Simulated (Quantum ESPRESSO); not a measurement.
# Zr in Quantum ESPRESSO: work function with LDA

Aim: the work function of Zr with LDA.

All numbers are computed with Quantum ESPRESSO 7.5; they aren't measurements. Logs are shortened: lines on timing, memory, paths and dates and some standing lists are left out, and cuts for length are marked.

## (1) The structure

The cell holds a slab with vacuum, 7 atoms: a = 3.620 Å, b = 3.620 Å, c = 25.860 Å, α = 90.00°, β = 90.00°, γ = 90.00°.

The slab is cut from a database's or a generator's crystal, which needn't be the stable form of the element.

## (2) Work function, LDA

Input file pw.in:

```
&CONTROL
  calculation = 'scf'
  prefix = 'pwscf'
  outdir = './tmp'
  pseudo_dir = './pseudo'
  tprnfor = .true.
  disk_io = 'low'
/
&SYSTEM
  ibrav = 0
  celldm(1) = 8
  nat = 7
  ntyp = 1
  ecutwfc = 40
  ecutrho = 200
  nbnd = 55
  occupations = 'smearing'
  smearing = 'mp'
  degauss = 0.00367493
  assume_isolated = 'esm'
  esm_bc = 'bc1'
/
&ELECTRONS
  conv_thr = 7d-09
  electron_maxstep = 150
  mixing_beta = 0.3
  mixing_mode = 'local-TF'
  tqr = .true.
/
ATOMIC_SPECIES
Zr    91.2240 zr_lda_v1.uspp.F.UPF
CELL_PARAMETERS alat
  0.8551010713932   0.0000000000000   0.0000000000000
  0.0000000000000   0.8551010713932   0.0000000000000
  0.0000000000000   0.0000000000000   6.1085396978528
ATOMIC_POSITIONS crystal
Zr     0.5000000000    0.5000000000   -0.2099767981
Zr     0.0000000000    0.0000000000   -0.1399845321
Zr     0.5000000000    0.5000000000   -0.0699922660
Zr     0.0000000000    0.0000000000    0.0000000000
Zr     0.5000000000    0.5000000000    0.0699922660
Zr     0.0000000000    0.0000000000    0.1399845321
Zr     0.5000000000    0.5000000000    0.2099767981
K_POINTS automatic
7 7 1 0 0 0
```

Input file pp_density.in:

```
&INPUTPP
  prefix = 'pwscf'
  outdir = './tmp'
  filplot = 'density.dat'
  plot_num = 0
/
&PLOT
  nfile = 1
  filepp(1) = 'density.dat'
  iflag = 3
  output_format = 6
  fileout = 'density.cube'
/
```

Input file pp_potential.in:

```
&INPUTPP
  prefix = 'pwscf'
  outdir = './tmp'
  filplot = 'potential.dat'
  plot_num = 11
/
&PLOT
  nfile = 1
  filepp(1) = 'potential.dat'
  iflag = 3
  output_format = 6
  fileout = 'potential.cube'
/
```

Potentials or basis: GBRV 1.5 LDA.

Started as:

```
$ OMP_NUM_THREADS=1 mpirun -n 2 pw.x -nk 2 -in pw.in > pw.out
$ OMP_NUM_THREADS=1 mpirun -n 1 pp.x -in pp_density.in > pp_density.out
$ OMP_NUM_THREADS=1 mpirun -n 1 pp.x -in pp_potential.in > pp_potential.out
```

pw.out:

```text
This program is part of the open-source Quantum ESPRESSO suite
     for quantum simulation of materials; please cite
         "P. Giannozzi et al., J. Phys.:Condens. Matter 21 395502 (2009);
         "P. Giannozzi et al., J. Phys.:Condens. Matter 29 465901 (2017);
         "P. Giannozzi et al., J. Chem. Phys. 152 154105 (2020);
     in publications or presentations arising from this work. More details at

     Message from routine setup:
     using ibrav=0 with symmetry is DISCOURAGED, use correct ibrav instead

     K-points division:     npool     =       2
     Subspace diagonalization in iterative solution of the eigenvalue problem:
     a serial algorithm will be used

     G-vector sticks info
     --------------------
     sticks:   dense  smooth     PW     G-vecs:    dense   smooth      PW
     Sum         749     593    177               109343    78285   12659

     Using Slab Decomposition

     bravais-lattice index     =            0
     lattice parameter (alat)  =       8.0000  a.u.
     unit-cell volume          =    2286.8741 (a.u.)^3
     number of atoms/cell      =            7
     number of atomic types    =            1
     number of electrons       =        84.00
     number of Kohn-Sham states=           55
     kinetic-energy cutoff     =      40.0000  Ry
     charge density cutoff     =     200.0000  Ry
     scf convergence threshold =      7.0E-09
     mixing beta               =       0.3000
     number of iterations used =            8  local-TF  mixing
     Exchange-correlation= SLA  PZ   NOGX NOGC
                           (   1   1   0   0   0   0   0)

     Effective Screening Medium Method
     =================================
     Boundary Conditions: Vacuum-Slab-Vacuum
     total charge in unit cell        =   0.0000
     grid points for fit at edges     =        4

     celldm(1)=   8.000000  celldm(2)=   0.000000  celldm(3)=   0.000000
     celldm(4)=   0.000000  celldm(5)=   0.000000  celldm(6)=   0.000000

     crystal axes: (cart. coord. in units of alat)
               a(1) = (   0.855101   0.000000   0.000000 )
               a(2) = (   0.000000   0.855101   0.000000 )
               a(3) = (   0.000000   0.000000   6.108540 )

     reciprocal axes: (cart. coord. in units 2 pi/alat)
               b(1) = (  1.169452  0.000000  0.000000 )
               b(2) = (  0.000000  1.169452  0.000000 )
               b(3) = (  0.000000  0.000000  0.163705 )

     PseudoPot. # 1 for Zr read from file:
     zr_lda_v1.uspp.F.UPF
     Pseudo is Ultrasoft + core correction, Zval = 12.0
     Generated by new atomic code, or converted to UPF format
     Using radial grid of  887 points,  6 beta functions with:
                l(1) =   0
                l(2) =   0
                l(3) =   1
                l(4) =   1
                l(5) =   2
                l(6) =   2
     Q(r) pseudized with  6 coefficients,  rinner =    1.200   1.200   1.200
                                                       1.200   1.200

     atomic species   valence    mass     pseudopotential
     Zr               12.00    91.22400     Zr( 1.00)

     16 Sym. Ops., with inversion, found

   Cartesian axes

     site n.     atom                  positions (alat units)
         1        Zr     tau(   1) = (   0.4275505   0.4275505  -1.2826516  )
         2        Zr     tau(   2) = (   0.0000000   0.0000000  -0.8551011  )
         3        Zr     tau(   3) = (   0.4275505   0.4275505  -0.4275505  )
         4        Zr     tau(   4) = (   0.0000000   0.0000000   0.0000000  )
         5        Zr     tau(   5) = (   0.4275505   0.4275505   0.4275505  )
         6        Zr     tau(   6) = (   0.0000000   0.0000000   0.8551011  )
         7        Zr     tau(   7) = (   0.4275505   0.4275505   1.2826516  )

     number of k points=    10  Methfessel-Paxton smearing, width (Ry)=  0.0037
                       cart. coord. in units 2pi/alat
        k(    1) = (   0.0000000   0.0000000   0.0000000), wk =   0.0408163
        k(    2) = (   0.0000000   0.1670646   0.0000000), wk =   0.1632653
        k(    3) = (   0.0000000   0.3341293   0.0000000), wk =   0.1632653
        k(    4) = (   0.0000000   0.5011939   0.0000000), wk =   0.1632653
        k(    5) = (   0.1670646   0.1670646   0.0000000), wk =   0.1632653
        k(    6) = (   0.1670646   0.3341293   0.0000000), wk =   0.3265306
        k(    7) = (   0.1670646   0.5011939   0.0000000), wk =   0.3265306
        k(    8) = (   0.3341293   0.3341293   0.0000000), wk =   0.1632653
        k(    9) = (   0.3341293   0.5011939   0.0000000), wk =   0.3265306
        k(   10) = (   0.5011939   0.5011939   0.0000000), wk =   0.1632653

     Dense  grid:   109343 G-vectors     FFT dimensions: (  32,  32, 225)

     Smooth grid:    78285 G-vectors     FFT dimensions: (  27,  27, 200)
     Real space treatment of Q(r)

     Check: negative core charge=   -0.000001

     Initializing real-space augmentation for DENSE grid
     Message from routine real_space_q:
     integrated real space q too different from target q
     Largest difference:   0.000039 for atom type # 1

     Initial potential from superposition of free atoms

     starting charge      83.9875, renormalised to      84.0000

     negative rho (up, down):  4.303E-01 0.000E+00
     Starting wfcs are   91 randomized atomic wfcs

     Self-consistent Calculation

     iteration #  1     ecut=    40.00 Ry     beta= 0.30
     Davidson diagonalization with overlap
     ethr =  1.00E-02,  avg # of iterations =  1.0

     negative rho (up, down):  4.290E-01 0.000E+00

     total energy              =    -694.83527844 Ry
     estimated scf accuracy    <       8.46642943 Ry

     iteration #  2     ecut=    40.00 Ry     beta= 0.30
     Davidson diagonalization with overlap
     ethr =  1.00E-02,  avg # of iterations =  1.0
[... 361 lines left out ...]
     iteration # 41     ecut=    40.00 Ry     beta= 0.30
     Davidson diagonalization with overlap
     ethr =  1.50E-11,  avg # of iterations = 10.2

     negative rho (up, down):  4.339E-01 0.000E+00

     End of self-consistent calculation

          k = 0.0000 0.0000 0.0000 (  9779 PWs)   bands (ev):

   -52.5149 -52.5149 -51.7250 -51.6912 -51.6293 -51.5637 -51.5098 -30.6691
   -30.6689 -30.4642 -30.4642 -30.4641 -30.4641 -29.9513 -29.9153 -29.9048
   -29.9048 -29.7959 -29.7860 -29.7860 -29.6251 -29.6251 -29.5912 -29.4744
   -29.4744 -29.3968 -29.3576 -29.3576  -8.4382  -7.7718  -6.8446  -5.8747
    -5.6593  -5.6190  -5.2619  -5.2331  -5.1818  -4.6080  -3.6974  -3.1326
    -3.1037  -2.5375  -2.3929  -2.3927  -2.3382  -2.3382  -2.2826  -2.2825
    -2.1713  -1.9066  -1.9064  -1.8752  -1.3537  -1.3041  -1.1706
[... 83 lines left out ...]
   -52.4925 -52.4925 -51.6322 -51.6319 -51.5941 -51.5873 -51.5826 -30.6416
   -30.6413 -30.6262 -30.6254 -30.6051 -30.6049 -30.1501 -30.1379 -30.0089
   -29.9743 -29.8550 -29.7697 -29.7486 -29.7311 -29.6810 -29.6312 -29.6304
   -29.5389 -29.5118 -29.3992 -29.3798  -5.8370  -5.6994  -5.1790  -5.0939
    -4.4866  -4.3577  -4.2763  -4.1056  -4.0849  -4.0070  -3.9956  -3.9149
    -3.8655  -3.8085  -3.7958  -3.4743  -3.3021  -2.7471  -2.6460  -1.6448
    -1.5820  -1.5463  -1.5313  -1.0757  -1.0502  -0.0368   0.2729

     the Fermi energy is    -3.3940 ev

!    total energy              =    -694.77978495 Ry
     estimated scf accuracy    <          4.4E-09 Ry
     smearing contrib. (-TS)   =       0.00005001 Ry
     internal energy E=F+TS    =    -694.77983496 Ry

     The total energy is F=E-TS. E is the sum of the following terms:
     one-electron contribution =   14929.15330395 Ry
     hartree contribution      =   -7485.88184484 Ry
     xc contribution           =    -123.20539989 Ry
     ewald contribution        =   -8014.84589417 Ry

     convergence has been achieved in  41 iterations

     negative rho (up, down):  4.339E-01 0.000E+00

     Forces acting on atoms (cartesian axes, Ry/au):

     atom    1 type  1   force =     0.00000000    0.00000000    0.04570815
     atom    2 type  1   force =     0.00000000    0.00000000   -0.01766193
     atom    3 type  1   force =     0.00000000    0.00000000    0.00410190
     atom    4 type  1   force =     0.00000000    0.00000000    0.00000000
     atom    5 type  1   force =     0.00000000    0.00000000   -0.00410190
     atom    6 type  1   force =     0.00000000    0.00000000    0.01766193
     atom    7 type  1   force =     0.00000000    0.00000000   -0.04570815

     Total force =     0.069541     Total SCF correction =     0.000107

=------------------------------------------------------------------------------=
   JOB DONE.
=------------------------------------------------------------------------------=
```

pp_density.out:

```text
This program is part of the open-source Quantum ESPRESSO suite
     for quantum simulation of materials; please cite
         "P. Giannozzi et al., J. Phys.:Condens. Matter 21 395502 (2009);
         "P. Giannozzi et al., J. Phys.:Condens. Matter 29 465901 (2017);
         "P. Giannozzi et al., J. Chem. Phys. 152 154105 (2020);
     in publications or presentations arising from this work. More details at

     IMPORTANT: XC functional enforced from input :
     Exchange-correlation= PZ
                           (   1   1   0   0   0   0   0)
     Any further DFT definition will be discarded
     Please, verify this is what you really want

     G-vector sticks info
     --------------------
     sticks:   dense  smooth     PW     G-vecs:    dense   smooth      PW
     Sum         749     593    177               109343    78285   12659

     Using Slab Decomposition

     Check: negative core charge=   -0.000001

     Initializing real-space augmentation for DENSE grid
     Message from routine real_space_q:
     integrated real space q too different from target q
     Largest difference:   0.000039 for atom type # 1

     negative rho (up, down):  4.339E-01 0.000E+00

     Calling punch_plot, plot_num =   0
     Writing data to file  density.dat
     Reading data from file  density.dat

     Writing data to be plotted to file density.cube
     Plot Type: 3D                     Output format: Gaussian cube

=------------------------------------------------------------------------------=
   JOB DONE.
=------------------------------------------------------------------------------=
```

pp_potential.out:

```text
This program is part of the open-source Quantum ESPRESSO suite
     for quantum simulation of materials; please cite
         "P. Giannozzi et al., J. Phys.:Condens. Matter 21 395502 (2009);
         "P. Giannozzi et al., J. Phys.:Condens. Matter 29 465901 (2017);
         "P. Giannozzi et al., J. Chem. Phys. 152 154105 (2020);
     in publications or presentations arising from this work. More details at

     IMPORTANT: XC functional enforced from input :
     Exchange-correlation= PZ
                           (   1   1   0   0   0   0   0)
     Any further DFT definition will be discarded
     Please, verify this is what you really want

     G-vector sticks info
     --------------------
     sticks:   dense  smooth     PW     G-vecs:    dense   smooth      PW
     Sum         749     593    177               109343    78285   12659

     Using Slab Decomposition

     Check: negative core charge=   -0.000001

     Initializing real-space augmentation for DENSE grid
     Message from routine real_space_q:
     integrated real space q too different from target q
     Largest difference:   0.000039 for atom type # 1

     negative rho (up, down):  4.339E-01 0.000E+00

     Calling punch_plot, plot_num =  11
     Writing data to file  potential.dat
     Reading data from file  potential.dat

     Writing data to be plotted to file potential.cube
     Plot Type: 3D                     Output format: Gaussian cube

=------------------------------------------------------------------------------=
   JOB DONE.
=------------------------------------------------------------------------------=
```

It took 3.8 min on 2 MPI ranks of Arm Neoverse V2, shared host; peak memory 0.5 GiB.

Results:

```yaml
Free_energy: -9452.9605 eV
Largest_force: 1.175 eV/Å
Band_gap_on_the_k_mesh: none (metal or under the smearing width)
Work_function_of_the_upper_face: 3.39 eV
Work_function_of_the_lower_face: 3.39 eV
```

Forces on the atoms (eV/Å):
```
Zr   0.000  0.000  1.175
Zr   0.000  0.000 -0.454
Zr   0.000  0.000  0.105
Zr   0.000  0.000  0.000
Zr   0.000  0.000 -0.105
Zr   0.000  0.000  0.454
Zr   0.000  0.000 -1.175
```

Caveat: real space augmentation costs some meV and hundredths of eV per Å.
